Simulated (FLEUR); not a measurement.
Runs of FLEUR MaX-R8.1 (patched build s14) on AlN. The structure is cubic, space group F-43m (No. 216). Conventional cell: a = 4.368 Å, b = 4.368 Å, c = 4.368 Å, α = 90.00°, β = 90.00°, γ = 90.00°. Around Al (site symmetry -43m) lie 4 N at 1.89 Å. N (site symmetry -43m) is surrounded by 4 Al at 1.89 Å. Measurements of this composition are mostly on another form, of space group No. 186.

| task | level | k mesh | gmax | muffin-tin radii | max iterations | mixing factor | mixer | kmax | mesh quality | gap on the mesh (eV) |
| --- | --- | --- | --- | --- | --- | --- | --- | --- | --- | --- |
| single point | PBE0 | 5 × 5 × 5 | 17.2 1/bohr | Al 1.77, N 1.54 bohr | 30 | 0.05 | Anderson | 5.54 1/bohr | coarse | 5.93 |
| single point | HSE06 | 5 × 5 × 5 | 17.2 1/bohr | Al 1.77, N 1.54 bohr | 30 | 0.05 | Anderson | 5.54 1/bohr | coarse | 5.16 |
| single point | PBE | 10 × 10 × 10 | 15 1/bohr | Al 1.72, N 1.49 bohr | 60 | 0.05 | Anderson | 4.83 1/bohr | not flagged | 3.32 |
| single point | PBE | 5 × 5 × 5 | 17.2 1/bohr | Al 1.77, N 1.54 bohr | 60 | 0.05 | Anderson | 5.54 1/bohr | coarse | (a) |

Alike in all rows: potentials or basis all-electron, FLAPW; no spin polarisation; cell as given; smearing fermi-dirac 0.05 eV.

Question: Estimate the missing entries.

Answer: (a) 3.89.

Caveats: some runs use coarse meshes; an odd mesh through Γ misses points on the zone boundary, where band edges often lie (some runs); core states are solved in the semilocal potential (some runs).

Not every run made on this cell is shown here.
